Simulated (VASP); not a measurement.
GaP: band structure with HSE06

**The experiment to reproduce.**

From “Stacking defects in GaP nanowires: Electronic structure and optical properties”, 2018, arxiv:1810.01194, for a bulk crystal of GaP at 10 K: band gap 2.34 eV (indirect).

Crystal: GaP.

```
Ga P
1.0
     0.00000    2.72525    2.72525
     2.72525    0.00000    2.72525
     2.72525    2.72525    0.00000
Ga P
1 1
Direct
  0.00000 0.00000 0.00000
  0.75000 0.75000 0.75000
```

```yaml
Program: VASP 6.6.1
Task: band structure
Functional: HSE06
Potentials_or_basis: VASP PAW PBE potentials, release 64 (Ga_d, P)
Cutoff: 520 eV
k_mesh: 6 × 6 × 6
Occupations: gaussian, width 0.02 eV
Spin: no spin polarisation
Ladder: gaps
Grid_for_exact_exchange_PRECFOCK: Fast
Screening_parameter: 0.2 1/A
Further_INCAR_settings: ALGO = Normal; EDIFF = 1e-06
```

```json
{
 "Pressure": "0.6 GPa",
 "Band gap on the k mesh": "2.31 eV, indirect (least direct gap 2.81 eV)",
 "Band gap along the path": "2.28 eV, indirect (least direct gap 2.81 eV)"
}
```

Levels at the corners of the path, in eV from the valence-band top:
| point | band 7 | band 8 | band 9 | band 10 | band 11 | band 12 |
| --- | --- | --- | --- | --- | --- | --- |
| Γ | 0.00 | 0.00 | 0.00 | 2.81 | 4.79 | 4.79 |
| X | -7.34 | -2.93 | -2.93 | 2.31 | 2.58 | 12.09 |
| X | -7.34 | -2.93 | -2.93 | 2.31 | 2.58 | 12.09 |
| W | -7.08 | -3.90 | -3.70 | 5.53 | 6.00 | 7.07 |
| W | -7.08 | -3.90 | -3.70 | 5.53 | 6.00 | 7.07 |
| K | -7.09 | -4.28 | -2.45 | 2.93 | 5.76 | 9.46 |
| K | -7.09 | -4.28 | -2.45 | 2.93 | 5.76 | 9.46 |
| Γ | 0.00 | 0.00 | 0.00 | 2.81 | 4.79 | 4.79 |
| Γ | 0.00 | 0.00 | 0.00 | 2.81 | 4.79 | 4.79 |
| L | -7.24 | -1.21 | -1.21 | 2.53 | 5.64 | 5.64 |
| L | -7.24 | -1.21 | -1.21 | 2.53 | 5.64 | 5.64 |
| U | -7.09 | -4.28 | -2.45 | 2.93 | 5.76 | 9.46 |
| U | -7.09 | -4.28 | -2.45 | 2.93 | 5.76 | 9.46 |
| W | -7.08 | -3.90 | -3.70 | 5.53 | 6.00 | 7.07 |
| W | -7.08 | -3.90 | -3.70 | 5.53 | 6.00 | 7.07 |
| L | -7.24 | -1.21 | -1.21 | 2.53 | 5.64 | 5.64 |
| L | -7.24 | -1.21 | -1.21 | 2.53 | 5.64 | 5.64 |
| K | -7.09 | -4.28 | -2.45 | 2.93 | 5.76 | 9.46 |
| U | -7.09 | -4.28 | -2.45 | 2.93 | 5.76 | 9.46 |
| X | -7.34 | -2.93 | -2.93 | 2.31 | 2.58 | 12.09 |

Run time: 15 min on 4 MPI ranks on AMD EPYC 9R45 96-Core Processor (Zen 5), on a shared host, peak memory 0.33 GiB a rank.

A measured gap of GaP is 2.34 eV (indirect; 10 K; quoted in “Stacking defects in GaP nanowires: Electronic structure and optical properties”, 2018, arxiv:1810.01194); the calculated 2.28 eV misses it by -0.06 eV. Spin-orbit coupling on Ga is left out. The value is that of HSE06, without temperature or zero-point motion.

Caveat: the PAW data sets were made with another functional, which shifts forces and pressure a little.
